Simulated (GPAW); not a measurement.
A run of GPAW 26.7.0 is set up as follows.

Contents of run.py:

```python
from ase.dft.bandgap import bandgap
from ase.io import write
from ase.spacegroup import crystal
from ase.units import GPa
from gpaw import GPAW, PW

# As 4c
# Ga 4a
atoms = crystal(['As', 'Ga'],
                basis=[[0.25, 0.25, 0.25],
                       [0.0, 0.0, 0.0]],
                spacegroup=216, setting=1,  # F-43m
                cellpar=[5.6537, 5.6537, 5.6537, 90.0, 90.0, 90.0],
                primitive_cell=True)

calc = GPAW(mode=PW(600),
            xc='PBE',
            kpts={'size': (11, 11, 11), 'gamma': True},
            occupations={'name': 'fermi-dirac', 'width': 0.05},
            nbands=11,
            convergence={'density': 1e-05, 'energy': 1e-05},
            maxiter=50,
            txt='gpaw.txt')
atoms.calc = calc
energy = atoms.get_potential_energy()
forces = atoms.get_forces()
stress = atoms.get_stress()
calc.write('gs.gpw')
write('result.traj', atoms)
print(f'Energy: {energy:.6f} eV')
print('Forces (eV/A):')
print(forces.round(4))
print('Stress (GPa):', (stress / GPa).round(3))
print('Fermi level:', round(calc.get_fermi_level(), 4), 'eV')
print(f'Gap: {bandgap(calc)[0]:.4f} eV, direct: {bandgap(calc, direct=True)[0]:.4f} eV')
```

Potentials or basis: GPAW PAW data sets (gpaw-data 1.2.1), pw.

The run is started by

```bash
$ OMP_NUM_THREADS=1 python run.py
```

**Question.** Predict the band gap on the k mesh.

**Answer.** 0.59 eV, direct.

**Question.** Predict the pressure.

**Answer.** 4.4 GPa.

Caveat: an odd mesh through Γ misses points on the zone boundary, where band edges often lie. PBE gaps usually lie below the measured ones, often by a third to a half.
